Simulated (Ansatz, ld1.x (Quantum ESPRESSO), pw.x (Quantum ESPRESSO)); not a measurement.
**From atom to crystal: TM potential for tellurium**

| Quantity | Value |
| --- | --- |
| Element | Te |
| Generator | ld1.x (Quantum ESPRESSO) 7.5 |
| Type | norm-conserving Troullier–Martins (Kleinman–Bylander form) |
| Functional | PBE |
| Relativity | scalar-relativistic |
| Frozen core | [Kr] 4d10 |
| Valence charge | 6 |
| Reference configuration | 5s1.5 5p4.5 |
| Partial waves | 5p (bound): rc 2.35 bohr; 5d channel at 0.45 Ry: rc 2.35 bohr; 5s (bound): rc 1.50 bohr |
| Local potential | the s channel |
| Core correction | a·sin(br)/r model core inside 0.75 bohr |

Crystal test: fcc Te in pw.x 7.5, no spin, 12³ k-points, Fermi–Dirac smearing 0.01 Ry, cutoffs 120/480 Ry. The reference is all-electron LAPW (Ansatz 0.2.0) with the same functional, mesh and smearing; V0 and B0 come from Birch–Murnaghan fits to the pressures at five volumes. Errors are pseudo minus all-electron; Δ is the rms difference of the E(V) curves that follow from these fits, minima aligned, over ±6 % about the mean V0. Mesh and smearing are coarse, so the numbers serve the comparison and aren't converged zero-temperature values; the lattice is a test structure that the element need not adopt.

```csv
V (Å³/atom),P all-electron (GPa),P pseudo (GPa)
26.941,3.24,2.90
27.650,1.57,1.24
28.359,0.13,-0.20
29.068,-1.12,-1.43
29.777,-2.19,-2.49
```

All-electron: a0 = 4.845 Å (V0 = 28.43 Å³/atom), B0 = 52.9 GPa.

Pseudopotential: mean pressure error (GPa): -0.32; a0 (Å): 4.835; a0 error (%): -0.20; B0 error (%): +2.3; Δ (meV/atom): 2.0.

Q: At the middle volume, how do free energy and pressure move when the wave cutoff is lowered (ecutrho kept at four times it)?

A:

```
cutoff (Ry)  shift of F (meV/atom)  shift of P (GPa)
         54                  +62.3             -0.92
         72                  +23.6             -0.14
         96                  +10.1             +0.01
```

The run at the middle volume (72 k-points, 6 iterations) took about 21 s on one core of a shared host (Intel(R) Xeon(R) 6975P-C, 192 threads, 378 GiB, load 62).
